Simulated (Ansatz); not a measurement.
Results of PBE0+SOC in Ansatz (PAW) for α-quartz-type GeO2 (metastable phase).

Settings: plane-wave cutoff 460 eV, 6×6×4 k mesh (along the axes of the cell as run), Fermi–Dirac smearing 0.01 eV, PAW data made under PBE.

Cell (measured lattice):

```cif
data_Ge3O6
_chemical_formula_sum 'Ge3 O6'
_space_group_name_H-M_alt 'P 1'
_space_group_IT_number 1
_cell_length_a 4.98700
_cell_length_b 4.98700
_cell_length_c 5.65200
_cell_angle_alpha 90.000
_cell_angle_beta 90.000
_cell_angle_gamma 120.000
loop_
_space_group_symop_operation_xyz
  'x, y, z'
loop_
_atom_site_label
_atom_site_type_symbol
_atom_site_fract_x
_atom_site_fract_y
_atom_site_fract_z
_atom_site_occupancy
Ge1 Ge 0.00000 0.44979 0.33333 1
Ge2 Ge 0.55021 0.55021 0.00000 1
Ge3 Ge 0.44979 0.00000 0.66667 1
O1 O 0.30577 0.39339 0.24695 1
O2 O 0.60661 0.91238 0.91362 1
O3 O 0.08762 0.69423 0.58029 1
O4 O 0.39339 0.30577 0.75305 1
O5 O 0.91238 0.60661 0.08638 1
O6 O 0.69423 0.08762 0.41971 1
```

Task: Predict the band gap and smallest direct gap on the k points sampled.

Result: 
- band gap = 6.06 eV (indirect)
- smallest direct gap on the k points sampled = 6.12 eV

Note: cell and atoms aren't relaxed at this level (largest force component 0.32 eV/Å, pressure -2.2 GPa).

The computed numbers hold no vibrational or temperature effects.

Ansatz is a quantum-chemistry and plane-wave program.
